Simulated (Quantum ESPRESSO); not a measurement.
GaN:

```
Ga N
1.0
     3.18000    0.00000    0.00000
    -1.59000    2.75396    0.00000
     0.00000    0.00000    5.16600
Ga N
2 2
Direct
  0.66667 0.33333 0.50000
  0.33333 0.66667 0.00000
  0.66667 0.33333 0.87500
  0.33333 0.66667 0.37500
```

```yaml
Program: Quantum ESPRESSO 7.5
Task: phonons
Functional: PBE
Dispersion: D3(BJ)
Potentials_or_basis: PseudoDojo 0.4.1 SR PBE standard
Cutoff: 1143 eV
Density_cutoff: 4572 eV
k_mesh: 8 × 8 × 4, shifted
Occupations: fermi-dirac, width 0.05 eV
Spin: no spin polarisation
Mixing_beta: 0.5
Most_SCF_iterations: 120
SCF_threshold: 8e-10 Ry
```

The cell and the atoms were relaxed first, to 11.53 Å³/atom (a = 3.198 Å, b = 3.198 Å, c = 5.210 Å, α = 90.00°, β = 90.00°, γ = 120.00°), and the response was taken there.

```xyz
4
Lattice="3.1975 0.0000 0.0000 -1.5988 2.7691 0.0000 0.0000 0.0000 5.2099" Properties=species:S:1:pos:R:3 pbc="T T T"
Ga    1.5988    0.9230    2.6007
Ga    0.0000    1.8461   -0.0043
N     1.5988    0.9230    4.5629
N     0.0000    1.8461    1.9580
```

The first run showed a gap, so the response started from a second, tighter run with fixed occupations.

Which infrared line is the strongest?

The E1 mode at 541 cm⁻¹, with 55.4 (D/Å)²/amu summed over its components.

Optical modes at Γ, degenerate ones joined, polar ones without the macroscopic field:
| cm⁻¹ | components | symmetry | active in | IR intensity, summed ((D/Å)²/amu) |
| --- | --- | --- | --- | --- |
| 136 | 2 | E2 | Raman | 0.00 |
| 326 | 1 | B1 | silent | 0.00 |
| 518 | 1 | A1 | IR and Raman | 30.46 |
| 541 | 2 | E1 | IR and Raman | 55.40 |
| 549 | 2 | E2 | Raman | 0.00 |
| 675 | 1 | B1 | silent | 0.00 |

Zone-centre frequencies without and with the macroscopic field along z (cm⁻¹):
|  | optical modes in rising order |
| --- | --- |
| without | 136 136 326 518 541 541 549 549 675 |
| with the field | 136 136 326 541 541 549 549 675 713 |

Born effective charge tensors (e):
atom 1, Ga
```
2.64 0.00 0.00
0.00 2.64 0.00
0.00 0.00 2.78
```
atom 2, Ga
```
2.64 0.00 0.00
0.00 2.64 0.00
0.00 0.00 2.78
```
atom 3, N
```
-2.65  0.00  0.00
 0.00 -2.65  0.00
 0.00  0.00 -2.77
```
atom 4, N
```
-2.65  0.00  0.00
 0.00 -2.65  0.00
 0.00  0.00 -2.77
```
